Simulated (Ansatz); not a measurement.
# How much do the gradients of Al₂O₃ depend on the method?

Cell: a computed structure from the Materials Project (it need not be an observed phase), atoms as given.

Space group P-31c (No. 163); a = 4.7931, c = 8.9666 Å, γ = 120.00°.

| site | Wyckoff | site symmetry | x | y | z |
| --- | --- | --- | --- | --- | --- |
| Al1 | 4f | 3.. | 0.3333 | 0.6667 | 0.9628 |
| Al2 | 2c | 3.2 | 0.3333 | 0.6667 | 0.2500 |
| Al3 | 2b | -3.. | 0.0000 | 0.0000 | 0.0000 |
| O | 12i | 1 | 0.0318 | 0.6766 | 0.1120 |

One atom of each set is listed.

First run. Method: Kohn–Sham DFT in Ansatz, PBE, plane waves and PAW, scalar-relativistic, 420 eV cutoff, Γ-centred 6×6×3 k-points, Fermi–Dirac smearing 0.02 eV.

```csv
site,V_zz (10²¹ V/m²),η
Al1,1.76,0.00
Al2,-0.97,0.00
Al3,0.48,0.00
O,-3.19,0.74
```

Second run. The same atoms and settings, except that the functional is r2SCAN and the cutoff is 500 eV.

Question: Given the first result, estimate the second.

Answer: 

| site | V_zz | η | change of V_zz |
| --- | --- | --- | --- |
| Al1 | 1.75 | 0.00 | -0.01 |
| Al2 | -0.89 | 0.00 | +0.08 |
| Al3 | 0.44 | 0.00 | -0.04 |
| O | -3.17 | 0.72 | +0.02 |

The largest change of V_zz is on Al2, from -0.97 to -0.89. In per cent, |V_zz| changes by -9 to -1 on Al, -1 on O (all sites that start above 0.5).

For the first run: At this cell the PBE pressure is 8 GPa, so with PBE the cell would grow if it were relaxed. The entry's cell may itself be off. The largest force is 0.3 eV/Å, so the atoms aren't at the calculated equilibrium and relaxing them would move these values.
For the second run: With these PAW files V_zz is typically within 2 to 3 % of all-electron values, but misses above 10 % occur on Al.
